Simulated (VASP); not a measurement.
Runs of VASP 6.6.1 on Cd. The structure is cubic, space group Im-3m (No. 229). The conventional cell has a = 3.569 Å, b = 3.569 Å, c = 3.569 Å, α = 90.00°, β = 90.00°, γ = 90.00°. Cd (site symmetry m-3m) has 8 Cd at 3.09 Å as nearest neighbours. This isn't the form of Cd at room conditions, which is hcp.

| level | potentials or basis | gap on the mesh (eV) | pressure (GPa) | relaxed volume (Å³/atom) |
| --- | --- | --- | --- | --- |
| revPBE | VASP PAW PBE potentials, release 64 (Cd) | none | 0.0 | 24.73 |
| vdW-DF-cx | VASP PAW PBE potentials, release 64 (Cd) | none | 0.0 | 21.57 |
| optB88-vdW | VASP PAW PBE potentials, release 64 (Cd) | none | 0.0 | 23.37 |
| SCAN | VASP PAW PBE potentials, release 64 (Cd) | none | 0.0 | 21.63 |
| RPBE | VASP PAW PBE potentials, release 64 (Cd) | none | 0.0 | 25.23 |
| BLYP | VASP PAW PBE potentials, release 64 (Cd) | none | 0.0 | (c) |
| r2SCAN | VASP PAW PBE potentials, release 64 (Cd) | none | 0.0 | (b) |
| LDA | VASP PAW LDA potentials, release 64 (Cd) | none | 0.0 | (d) |
| PBEsol | VASP PAW PBE potentials, release 64 (Cd) | none | 0.0 | 21.33 |
| rev-vdW-DF2 | VASP PAW PBE potentials, release 64 (Cd) | none | 0.0 | 22.62 |
| PW91 | VASP PAW PBE potentials, release 64 (Cd) | none | 0.0 | 23.51 |
| AM05 | VASP PAW PBE potentials, release 64 (Cd) | none | 0.0 | (a) |

Alike in all rows: task relaxation of cell and atoms; no spin polarisation; cell relaxed; k mesh 10 × 10 × 10; cutoff (eV) 600; smearing fermi-dirac 0.05 eV.

Fill in the values left out.

(a) 21.43; (b) 22.07; (c) 28.00; (d) 20.36.

Caveats: the PAW data sets were made with another functional, which shifts forces and pressure a little (some runs); the volume moved by over 15 % at a fixed basis, so the end points are rough (some runs).

A k mesh can miss the band edges, and the runs leave out spin-orbit coupling on Cd.

A gap of «none» marks a metal or a gap under the smearing width.

Runs at the PBE level aren't shown here.
